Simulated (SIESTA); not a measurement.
A run of SIESTA 5.4.2:

SnSe2.fdf

```
SystemName                      SnSe2
SystemLabel                     SnSe2
NumberOfSpecies                 2
NumberOfAtoms                   3
%block ChemicalSpeciesLabel
  1  50 Sn
  2  34 Se
%endblock ChemicalSpeciesLabel

LatticeConstant                 1.0 Ang
%block LatticeVectors
     3.8110000000     0.0000000000     0.0000000000
    -1.9055000000     3.3004228138     0.0000000000
     0.0000000000     0.0000000000     6.1360000000
%endblock LatticeVectors
AtomicCoordinatesFormat         Fractional
%block AtomicCoordinatesAndAtomicSpecies
     0.0000000000     0.0000000000     0.0000000000  1  Sn
     0.6666666667     0.3333333333     0.7510000000  2  Se
     0.3333333333     0.6666666667     0.2490000000  2  Se
%endblock AtomicCoordinatesAndAtomicSpecies

%block kgrid.MonkhorstPack
    8   0   0  0.0
    0   8   0  0.0
    0   0   5  0.0
%endblock kgrid.MonkhorstPack
XC.Functional                   GGA
XC.Authors                      PBE
PAO.BasisSize                   TZTP
PAO.EnergyShift                 0.01 Ry
Mesh.Cutoff                     500 Ry
OccupationFunction              FD
ElectronicTemperature           0.05 eV
MaxSCFIterations                120
SCF.MustConverge                false
SCF.Mixer.Method                Pulay
SCF.Mixer.Weight                0.25
SCF.Mixer.History               8
SCF.DM.Tolerance                5.0e-05
SCF.H.Tolerance                 1.0e-03 eV
WriteForces                     true
Charge.Mulliken                 end
BandLinesScale                  ReciprocalLatticeVectors
%block BandLines
    1    0.000000   0.000000   0.000000  \Gamma
   11    0.500000   0.000000   0.000000  M
    7    0.333333   0.333333   0.000000  K
   13    0.000000   0.000000   0.000000  \Gamma
    6    0.000000   0.000000   0.500000  A
   11    0.500000   0.000000   0.500000  L
    7    0.333333   0.333333   0.500000  H
   13    0.000000   0.000000   0.500000  A
    1    0.500000   0.000000   0.500000  L
    6    0.500000   0.000000   0.000000  M
    1    0.333333   0.333333   0.000000  K
    6    0.333333   0.333333   0.500000  H
%endblock BandLines
```

Potentials or basis: PseudoDojo 0.4 standard (PBE files), TZTP (energy shift 0.01 Ry).

Run with:

```bash
$ siesta < SnSe2.fdf > SnSe2.out 2>&1
```

Hardware: 1 thread of Arm Neoverse V2, with other jobs on the host.

**Question.** Estimate the wall time of this run.

**Answer.** It took 60 s on 1 thread of Arm Neoverse V2, on a shared host, peak memory 0.32 GiB. Counts: scf iterations 9, k points 168, bands 96.
